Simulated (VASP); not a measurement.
## SiSe2: relaxation of cell and atoms with PBE+D3(BJ)

The system is SiSe2.

```xyz
6
Lattice="-3.1120 5.0102 2.9354 3.1120 -5.0102 2.9354 3.1120 5.0102 -2.9354" Properties=species:S:1:pos:R:3 pbc="T T T"
Si    0.0000    0.0000    4.4032
Si    0.0000    0.0000    1.4677
Se    1.2648    1.2090    0.0000
Se    1.8472    3.8012    2.9354
Se    1.2648   -1.2090    2.9354
Se    1.8472    6.2192    0.0000
```

The cell is a database's computed one.

```
Program                : VASP 6.6.1
Task                   : relaxation of cell and atoms
Functional             : PBE
Dispersion             : D3(BJ)
Potentials or basis    : VASP PAW PBE potentials, release 64 (Si, Se)
Cutoff                 : 600 eV
k mesh                 : 6 × 6 × 6
Occupations            : gaussian, width 0.03 eV
Spin                   : no spin polarisation
Further INCAR settings : ALGO = Normal; EDIFF = 1e-06; IBRION = 2; EDIFFG = -0.01; NSW = 90; ISIF = 3
```

| Quantity | Value |
| --- | --- |
| Relaxed volume | 27.02 Å³/atom |
| Relaxed cell | a = 6.267 Å, b = 6.267 Å, c = 6.267 Å, α = 123.70°, β = 83.13°, γ = 124.39° |
| Space group after relaxing (to 0.05 Å) | Ibam (No. 72) |
| Energy gained by relaxing | 14.4 meV/atom |
| Ionic steps | 19 |
| Pressure after relaxing | 0.0 GPa |
| Largest force after relaxing | 0.006 eV/Å |
| Band gap on the k mesh | 1.50 eV, indirect (least direct gap 1.73 eV) |
| Dispersion energy per atom | -0.282 eV |

Forces on the atoms (eV/Å):
```
Si   0.000  0.000  0.000
Si   0.000  0.000  0.000
Se  -0.004 -0.004  0.000
Se   0.004  0.004  0.000
Se  -0.004  0.004  0.000
Se   0.004 -0.004  0.000
```

Step by step:
```
step  energy change (eV)  largest force (eV/Å)  pressure (GPa)  volume (Å³)
   1              0.0000                0.3573            0.28       183.08
   2             -0.0081                0.0342           -0.98       184.52
   3             -0.0097                0.0785           -0.62       184.09
   4             -0.0219                0.0694           -0.55       181.79
   5             -0.0513                0.0523           -0.29       174.99
   6             -0.0684                0.0581            0.57       161.89
   7             -0.0703                0.0565            0.31       165.31
   8             -0.0792                0.0847           -0.11       163.80
   9             -0.0805                0.1392           -0.32       162.98
  10             -0.0835                0.0543            0.16       161.14
  11             -0.0835                0.0555            0.11       161.36
  12             -0.0842                0.0526            0.02       161.57
  13             -0.0849                0.0541           -0.15       162.01
  14             -0.0854                0.0372           -0.08       161.93
  15             -0.0858                0.0234            0.03       161.82
  16             -0.0855                0.0702            0.24       161.58
  17             -0.0859                0.0326            0.09       161.74
  18             -0.0862                0.0194            0.05       161.87
  19             -0.0864                0.0057           -0.02       162.09
```

Final structure:
```yaml
crystal:
  lattice:
    - [-2.95630, 4.68896, 2.92335]
    - [2.95630, -4.68896, 2.92335]
    - [2.95630, 4.68896, -2.92335]
  atoms:
    - { symbol: Si, position: [0.75000, 0.75000, 0.00000] }
    - { symbol: Si, position: [0.25000, 0.25000, 0.00000] }
    - { symbol: Se, position: [0.12707, 0.22186, 0.34893] }
    - { symbol: Se, position: [0.87293, 0.77814, 0.65107] }
    - { symbol: Se, position: [0.37293, 0.72186, 0.09478] }
    - { symbol: Se, position: [0.62707, 0.27814, 0.90522] }
```

Levels at points of the mesh, in eV from the valence-band top:
```csv
k point,band 14,band 15,band 16,band 17,band 18,band 19
"(0.00, 0.00, 0.00)",-0.87,-0.52,-0.32,2.65,2.85,2.90
"(0.50, 0.00, 0.00)",-1.32,-0.60,-0.60,2.56,2.56,4.28
"(0.00, 0.50, 0.00)",-0.97,-0.52,-0.52,2.32,2.32,3.81
"(0.50, 0.50, 0.00)",-1.18,-0.88,-0.09,2.89,4.03,4.06
"(0.50, 0.50, 0.50)",-1.95,-1.38,-0.23,1.50,3.10,3.45
```

Wall time 9.1 min on 2 MPI ranks on Intel(R) Xeon(R) 6975P-C (Granite Rapids), with other jobs on the host, peak memory 0.54 GiB a rank.

A k mesh can miss the band edges.
